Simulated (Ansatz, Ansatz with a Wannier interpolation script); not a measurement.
# GaN (P6_3mc): quasiparticle bands by Wannier interpolation, part 2 of 2

Aim: the G0W0 bands of GaN (P6_3mc) along the symmetry lines, with the gap off the mesh.

Ansatz 0.2.0; LDA, Wannier functions and G0W0, plane waves, PAW. Known limits of the many-body steps: not at the basis limit; no spin-orbit coupling.

So far. Step 4 (G0W0 at every point of the mesh: 9×9×4 mesh, 207 empty …): The gap on the mesh goes from 1.98 eV to 3.18 eV, a correction of +1.20 eV. Between the two edge states, bare exchange in place of the xc potential would open the gap by 7.78 eV, and correlation takes back 6.58 eV. Step 6 (LDA+SOC bands, for comparison): The gap is that of LDA.

The database entry behind the starting cell differs from later determinations by our own check (about 0.3 % short, ideal inner coordinate), so it need not match the best structure at ambient conditions.

### 6. LDA+SOC bands, for comparison (continued)

The electronic bands at the labelled points (eV, zero at the top of the highest nominally filled band):

```csv
point,band 33,band 34,band 35,band 36,band 37,band 38,band 39,band 40
Γ,-0.01,-0.01,0.00,0.00,1.97,1.97,4.19,4.19
halfway,-0.78,-0.75,-0.50,-0.50,4.28,4.30,5.83,5.83
M,-2.30,-2.30,-1.00,-1.00,4.91,4.91,5.52,5.52
halfway,-2.46,-2.46,-1.91,-1.91,5.45,5.46,6.49,6.50
K,-3.08,-3.05,-2.75,-2.75,4.97,4.97,7.73,7.74
halfway,-1.04,-1.03,-0.97,-0.94,4.92,4.94,6.78,6.79
Γ,-0.01,-0.01,0.00,0.00,1.97,1.97,4.19,4.19
halfway,-0.17,-0.17,-0.16,-0.16,3.13,3.13,4.31,4.31
A,-0.55,-0.55,-0.55,-0.55,4.23,4.23,4.23,4.23
halfway,-1.33,-1.33,-1.32,-1.32,5.17,5.17,5.18,5.18
L,-1.94,-1.94,-1.94,-1.94,4.31,4.31,4.31,4.31
halfway,-1.65,-1.65,-1.63,-1.63,5.27,5.27,5.29,5.29
H,-1.53,-1.53,-1.52,-1.52,6.36,6.36,6.39,6.39
halfway,-1.88,-1.88,-1.84,-1.84,5.59,5.59,5.62,5.62
A,-0.55,-0.55,-0.55,-0.55,4.23,4.23,4.23,4.23
jump to L,-1.94,-1.94,-1.94,-1.94,4.31,4.31,4.31,4.31
halfway,-1.76,-1.76,-1.31,-1.31,4.23,4.23,4.96,4.96
M,-2.30,-2.30,-1.00,-1.00,4.91,4.91,5.52,5.52
jump to H,-1.53,-1.53,-1.52,-1.52,6.36,6.36,6.39,6.39
halfway,-2.29,-2.25,-2.25,-2.24,5.74,5.74,7.13,7.13
K,-3.08,-3.05,-2.75,-2.75,4.97,4.97,7.73,7.74
```

### 7. HSE06 bands, for comparison

This step: DFT, HSE06, plane waves, PAW; PAW set soft_1.

Input file input.yaml:

```yaml
crystal:
  lattice:
    - [3.18, 0.0, 0.0]
    - [-1.59, 2.75396078, 0.0]
    - [0.0, 0.0, 5.166]
  atoms:
    - { symbol: Ga, position: [0.33333333, 0.66666667, 0.0] }
    - { symbol: Ga, position: [0.66666667, 0.33333333, 0.5] }
    - { symbol: "N", position: [0.33333333, 0.66666667, 0.375] }
    - { symbol: "N", position: [0.66666667, 0.33333333, 0.875] }
kpoints:
  mp_grid: { grid: [6, 6, 4] }
  band_path:
    path:
      - [[0.0, 0.0, 0.0], [0.5, 0.0, 0.0], [0.33333333, 0.33333333, 0.0], [0.0, 0.0, 0.0], [0.0, 0.0, 0.5], [0.5, 0.0, 0.5], [0.33333333, 0.33333333, 0.5], [0.0, 0.0, 0.5]]
      - [[0.5, 0.0, 0.5], [0.5, 0.0, 0.0]]
      - [[0.33333333, 0.33333333, 0.5], [0.33333333, 0.33333333, 0.0]]
    npoints: 10
hamiltonian:
  xc: hse06
  pseudopotentials: { kind: paw, azcp: { folder: soft_1 } }
scf:
  occupations: { method: fixed }
  n_extra_bands: 5
output:
  eigenvalues: true
```

Command:

```sh
> ansatz run input.yaml --threads 3 --pin off --max-ram 92160MiB --backend cuda --events-out ev --progress --plain --runs-dir out --devices 1 --max-vram 13GiB
```

Run time: 77 s. Hardware: 1 × NVIDIA H100 80GB HBM3 (shared by 6 runs) with 3 threads of AMD EPYC 7R13 (Zen 3), shared host; peak memory 1.3 GiB.

This step gave:

| Property | Result |
| --- | --- |
| filled bands | 18 |
| gap | 3.234 eV |
| valence top at | Γ |
| conduction bottom at | Γ |
| least direct gap | 3.234 eV |

The gap stands +1.26 eV against LDA.

The electronic bands at the labelled points (eV, zero at the top of the highest nominally filled band):

```csv
point,band 15,band 16,band 17,band 18,band 19,band 20,band 21,band 22
Γ,-1.15,-0.06,0.00,0.00,3.23,5.74,11.02,11.51
halfway,-3.05,-2.17,-0.79,-0.53,5.71,7.46,8.91,10.14
M,-4.58,-2.99,-2.41,-1.06,6.37,7.01,7.46,10.54
halfway,-4.56,-3.85,-2.58,-2.03,6.81,8.06,8.30,10.35
K,-5.68,-3.27,-3.27,-2.94,6.29,9.69,9.69,9.97
halfway,-3.96,-2.56,-1.10,-1.00,6.43,8.51,8.75,9.17
Γ,-1.15,-0.06,0.00,0.00,3.23,5.74,11.02,11.51
halfway,-0.99,-0.99,-0.18,-0.18,4.43,5.85,10.57,11.24
A,-0.59,-0.59,-0.59,-0.59,5.70,5.70,10.15,10.15
halfway,-2.24,-2.24,-1.41,-1.41,6.66,6.66,9.31,9.31
L,-2.11,-2.11,-2.07,-2.07,5.70,5.70,9.42,9.42
halfway,-3.46,-3.46,-1.73,-1.73,6.73,6.73,9.77,9.77
H,-4.54,-4.54,-1.61,-1.61,7.96,7.96,8.72,8.72
halfway,-2.31,-2.31,-1.93,-1.93,7.11,7.11,9.33,9.33
A,-0.59,-0.59,-0.59,-0.59,5.70,5.70,10.15,10.15
jump to L,-2.11,-2.11,-2.07,-2.07,5.70,5.70,9.42,9.42
halfway,-3.57,-2.75,-1.85,-1.39,5.60,6.41,9.23,9.55
M,-4.58,-2.99,-2.41,-1.06,6.37,7.01,7.46,10.54
jump to H,-4.54,-4.54,-1.61,-1.61,7.96,7.96,8.72,8.72
halfway,-5.41,-3.48,-2.38,-2.38,7.12,8.87,8.87,9.72
K,-5.68,-3.27,-3.27,-2.94,6.29,9.69,9.69,9.97
```

### 8. What came out

```json
{
  "LDA gap": "1.98 eV",
  "G0W0 gap over the zone": "3.18 eV, direct",
  "least direct G0W0 gap, in the model": "3.18 eV",
  "with the spin-orbit change": "3.18 eV",
  "GW settings": "9×9×4 mesh, 207 empty bands, screening to 160 eV, PAW set soft_1 files",
  "known limits": "not at the basis limit; no spin-orbit coupling"
}
```

The Wannier model follows the LDA bands to 3 meV r.m.s. near the gap. The G0W0 gap over the zone is 3.18 eV, direct, from Γ to Γ; on the mesh alone it is 3.18 eV, nearly the same. The valence width in the model goes from 7.22 eV to 7.38 eV. At the band edge the lightest electron mass is 0.17 m_e at the start and 0.18 m_e in G0W0; the G0W0 masses rest on corrections from the 9×9×4 mesh alone and are rough. LDA+SOC gives a gap of 1.97 eV on the same path, a spin-orbit change of −0.003 eV that would bring the G0W0 gap to 3.18 eV. HSE06 gives a gap of 3.23 eV on the same path. Bands and cutoff are finite, so the gap is not at the basis limit. The miss can reach some tenths of an eV and take either sign; the mesh is an error of its own. Beside the filled d shell of Ga, one-shot G0W0 from a semilocal start often leaves the gap short. Above the frozen window of the model the interpolated levels need not meet the computed ones, even at points of the mesh.

[Paths, hosts, dates, memory and timing lines, banners, echoed tables and standing remarks are left out of the program output.]

[Logs are printed without paths, hosts, clocks, repeated set-up lines and the standing remarks that a program may print on its own settings, such as how far it seeks lower states.]

[Runs of the session that timed out or met a known fault of the program may be left out.]

[Hosts, paths, dates, database ids (printed as entryN), source tags and the programs' standing remarks are cut or masked in the printed files.]
